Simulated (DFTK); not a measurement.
# Ta (Im-3m) in DFTK: equation of state

Aim: energy against volume of Ta in PBEsol, for its equilibrium volume and stiffness.

Everything below comes from runs of DFTK 0.8.2. Logs are shortened: lines on timing, memory, paths and dates and some standing lists are left out, and cuts for length are marked.

**Experimental background.**

From “Pressure effects on the electronic structure and superconductivity of (TaNb)0.67(HfZrTi)0.33 high entropy alloy”, 2019, arxiv:1910.08312, for a bulk crystal of Ta: bulk modulus 194 GPa.

The results are compared with them further down.

## (1) The crystal as given

It takes space group Im-3m (No. 229, cubic). The conventional cell has a = 3.303 Å, b = 3.303 Å, c = 3.303 Å, α = 90.00°, β = 90.00°, γ = 90.00°. Around Ta (site symmetry m-3m) lie 8 Ta at 2.86 Å.

## (2) Equation of state, PBEsol

run.jl

```julia
using DFTK
using PseudoPotentialData
using Unitful, UnitfulAtomic
using LinearAlgebra, Printf
include("save.jl")
disable_threading()

# lattice vectors are the columns
lattice = austrip(1u"Å") * [      -1.65128        1.65128        1.65128;
                  1.65128       -1.65128        1.65128;
                  1.65128        1.65128       -1.65128]
symbols   = [:Ta]
positions = [[0.0, 0.0, 0.0]]
pseudopotentials = PseudoFamily("dojo.nc.sr.pbesol.v0_4_1.standard.upf")
elements = Dict(s => ElementPsp(s, pseudopotentials) for s in unique(symbols))
atoms    = [elements[s] for s in symbols]

build_model(lattice, positions; symmetries=true) =
    model_DFT(lattice, atoms, positions;
              functionals=PBEsol(),
              temperature=austrip(0.05u"eV"),
              smearing=Smearing.FermiDirac(),
              symmetries)
Ecut  = 35.0  # hartree
kgrid = [11, 11, 11]
tol   = 1e-6
to_GPa = ustrip(uconvert(u"GPa", 1u"hartree/bohr^3"))

results["points"] = []
for scale in [0.94, 0.96, 0.98, 1.0, 1.02, 1.04, 1.06]
    println("\n=== scale = ", scale)
    model = build_model(cbrt(scale) * lattice, positions)
    basis = PlaneWaveBasis(model; Ecut, kgrid)
    t0 = time()
    scfres = self_consistent_field(basis;
                                   tol,
                                   nbandsalg=AdaptiveBands(model; n_bands_converge=11))
    seconds = time() - t0
    @printf "SCF: %d iterations, %.1f s\n" scfres.n_iter seconds
    forces = compute_forces_cart(scfres)
    stress = compute_stresses_cart(scfres)
    @printf "V = %.5f Å^3  F = %.8f Ha  max force = %.5f eV/Å  p = %.4f GPa\n" ustrip(auconvert(u"Å^3", model.unit_cell_volume)) scfres.energies.total ustrip(auconvert(u"eV/Å", maximum(norm, forces))) (-tr(stress) / 3 * to_GPa)
    push!(results["points"], save_scf!(scfres; forces, stress, d=Dict{String,Any}("seconds" => seconds, "n_matvec" => get(scfres, :n_matvec, 0))))
end

# third-order Birch-Murnaghan fit in x = V^(-2/3)
V = [0.94, 0.96, 0.98, 1.0, 1.02, 1.04, 1.06] * abs(det(lattice))
E = [p["total"] for p in results["points"]]
x = V .^ (-2 / 3)
c = [x .^ 0 x x .^ 2 x .^ 3] \ E
Δ = c[3]^2 - 3c[2] * c[4]
if Δ > 0
    x0 = (-c[3] + sqrt(Δ)) / 3c[4]
    B0 = 4 / 9 * x0^(7 / 2) * (2c[3] + 6c[4] * x0)
    @printf "V0 = %.4f Å^3  B0 = %.2f GPa\n" ustrip(auconvert(u"Å^3", x0^(-3 / 2))) B0 * to_GPa
end
```

Potentials or basis: dojo.nc.sr.pbesol.v0_4_1.standard.upf (PBEsol).

Started as:

```console
> julia --threads=1 run.jl  # save.jl only writes the numbers to a file and isn't shown; printed stress counts tension as positive; times include loading and compiling
```

Log:

```text
=== scale = 0.94
n     Energy            log10(ΔE)   log10(Δρ)   Diag   Δtime
---   ---------------   ---------   ---------   ----   ------
  1   -65.07624603517                   -1.10    4.6    2.54s
  2   -65.07978648772       -2.45       -1.40    1.0    1.88s
  3   -65.08121073129       -2.85       -2.14    2.1    1.28s
  4   -65.08123829294       -4.56       -2.83    2.1    1.74s
  5   -65.08124080960       -5.60       -3.66    2.3    1.73s
  6   -65.08124086180       -7.28       -4.15    2.5    1.30s
  7   -65.08124086443       -8.58       -4.48    1.7    1.62s
  8   -65.08124086544       -9.00       -5.62    1.9    1.16s
  9   -65.08124086545      -10.90       -6.05    3.1    1.96s
SCF: 9 iterations, 15.4 s
V = 16.92973 Å^3  F = -65.08124087 Ha  max force = 0.00000 eV/Å  p = 9.4929 GPa

=== scale = 0.96
n     Energy            log10(ΔE)   log10(Δρ)   Diag   Δtime
---   ---------------   ---------   ---------   ----   ------
  1   -65.07656705835                   -1.10    4.6    2.38s
[... 45 further cycles ...]
  1   -65.07292179650                   -1.07    4.6    2.45s
  2   -65.07743504846       -2.35       -1.35    1.0    1.49s
  3   -65.07942923749       -2.70       -2.11    2.1    1.28s
  4   -65.07946431532       -4.45       -2.73    2.1    1.70s
  5   -65.07946801644       -5.43       -3.59    2.2    1.29s
  6   -65.07946808745       -7.15       -4.15    2.6    1.97s
  7   -65.07946808987       -8.62       -4.48    1.9    1.18s
  8   -65.07946809095       -8.97       -5.42    1.9    1.83s
  9   -65.07946809098      -10.56       -5.80    2.6    1.49s
 10   -65.07946809098      -11.79       -6.48    1.9    1.74s
SCF: 10 iterations, 16.6 s
V = 19.09097 Å^3  F = -65.07946809 Ha  max force = 0.00000 eV/Å  p = -14.1100 GPa
V0 = 17.6384 Å^3  B0 = 211.59 GPa
```

Run time: 5.7 min. Hardware: 1 thread of AMD EPYC 7R43 (Zen 3), shared host; peak memory 1.6 GiB.

Results:

```yaml
Equilibrium_volume: 17.64 Å³/atom
Bulk_modulus: 212 GPa
Pressure_derivative_of_the_bulk_modulus: 4.4
```

Energy against volume, from the lowest point:
| volume (Å³/atom) | energy (meV/atom) |
| --- | --- |
| 16.930 | 20.24 |
| 17.290 | 4.70 |
| 17.650 | 0.00 |
| 18.010 | 4.99 |
| 18.371 | 18.65 |
| 18.731 | 40.06 |
| 19.091 | 68.48 |

Spin-orbit coupling is left out, which matters for the levels of Ta.

## (3) Single point, PBEsol, 16.93 Å³/atom (volume scaled by 0.94)

run.jl is that of step 2.

Potentials or basis: dojo.nc.sr.pbesol.v0_4_1.standard.upf (PBEsol).

Started as:

```console
> julia --threads=1 run.jl  # one pass of the loop, scale = 0.94; save.jl only writes the numbers to a file and isn't shown; printed stress counts tension as positive; times include loading and compiling
```

Run time: 15 s. Hardware: 1 thread of AMD EPYC 7R43 (Zen 3), shared host.

Results (log left out):

```
Free energy            : -1770.9508 eV
Pressure               : 9.5 GPa
Band gap on the k mesh : none (metal or under the smearing width)
```

## (4) Single point, PBEsol, 17.29 Å³/atom (volume scaled by 0.96)

run.jl is that of step 3.

Started as:

```console
> julia --threads=1 run.jl  # one pass of the loop, scale = 0.96; save.jl only writes the numbers to a file and isn't shown; printed stress counts tension as positive; times include loading and compiling
```

Run time: 15 s. Hardware: 1 thread of AMD EPYC 7R43 (Zen 3), shared host.

It converged, with:

| Property | Result |
| --- | --- |
| Free energy | -1770.9663 eV |
| Pressure | 4.4 GPa |
| Band gap on the k mesh | none (metal or under the smearing width) |

## (5) Single point, PBEsol, 17.65 Å³/atom (volume scaled by 0.98)

run.jl is that of step 4.

Started as:

```console
> julia --threads=1 run.jl  # one pass of the loop, scale = 0.98; save.jl only writes the numbers to a file and isn't shown; printed stress counts tension as positive; times include loading and compiling
```

Run time: 15 s. Hardware: 1 thread of AMD EPYC 7R43 (Zen 3), shared host.

The run converged. Its results:

| Property | Result |
| --- | --- |
| Free energy | -1770.9710 eV |
| Pressure | -0.2 GPa |
| Band gap on the k mesh | none (metal or under the smearing width) |

## (6) Single point, PBEsol, 18.01 Å³/atom

run.jl is that of step 5.

Potentials or basis: dojo.nc.sr.pbesol.v0_4_1.standard.upf (PBEsol).

Started as:

```console
> julia --threads=1 run.jl  # one pass of the loop, scale = 1.0; save.jl only writes the numbers to a file and isn't shown; printed stress counts tension as positive; times include loading and compiling
```

Wall time 15 s (1 thread of AMD EPYC 7R43 (Zen 3), shared host).

It converged, with:

| Quantity | Value |
| --- | --- |
| Free energy | -1770.9660 eV |
| Pressure | -4.2 GPa |
| Band gap on the k mesh | none (metal or under the smearing width) |

## (7) Single point, PBEsol, 18.37 Å³/atom (volume scaled by 1.02)

run.jl is that of step 6.

Started as:

```console
> julia --threads=1 run.jl  # one pass of the loop, scale = 1.02; save.jl only writes the numbers to a file and isn't shown; printed stress counts tension as positive; times include loading and compiling
```

Run time: 15 s. Hardware: 1 thread of AMD EPYC 7R43 (Zen 3), shared host.

It converged, with:

| Quantity | Value |
| --- | --- |
| Free energy | -1770.9524 eV |
| Pressure | -7.9 GPa |
| Band gap on the k mesh | none (metal or under the smearing width) |

## (8) Single point, PBEsol, 18.73 Å³/atom (volume scaled by 1.04)

run.jl is that of step 7.

Potentials or basis: dojo.nc.sr.pbesol.v0_4_1.standard.upf (PBEsol).

Started as:

```console
> julia --threads=1 run.jl  # one pass of the loop, scale = 1.04; save.jl only writes the numbers to a file and isn't shown; printed stress counts tension as positive; times include loading and compiling
```

Run time: 17 s. Hardware: 1 thread of AMD EPYC 7R43 (Zen 3), shared host.

What came out:

| Item | Value |
| --- | --- |
| Free energy | -1770.9310 eV |
| Pressure | -11.2 GPa |
| Band gap on the k mesh | none (metal or under the smearing width) |

## (9) Single point, PBEsol, 19.09 Å³/atom (volume scaled by 1.06)

run.jl is that of step 8.

Potentials or basis: dojo.nc.sr.pbesol.v0_4_1.standard.upf (PBEsol).

Started as:

```console
> julia --threads=1 run.jl  # one pass of the loop, scale = 1.06; save.jl only writes the numbers to a file and isn't shown; printed stress counts tension as positive; times include loading and compiling
```

Run time: 17 s. Hardware: 1 thread of AMD EPYC 7R43 (Zen 3), shared host.

It converged, with:

```yaml
Free_energy: -1770.9025 eV
Pressure: -14.1 GPa
Band_gap_on_the_k_mesh: none (metal or under the smearing width)
```

## (10) How close it comes

Step 2. A measured bulk modulus of Ta is 194 GPa (quoted in “Pressure effects on the electronic structure and superconductivity of (TaNb)0.67(HfZrTi)0.33 high entropy alloy”, 2019, arxiv:1910.08312); the calculated 212 GPa misses it by +9.1 %. The fit is for a static lattice scaled at fixed shape and fixed fractional positions.
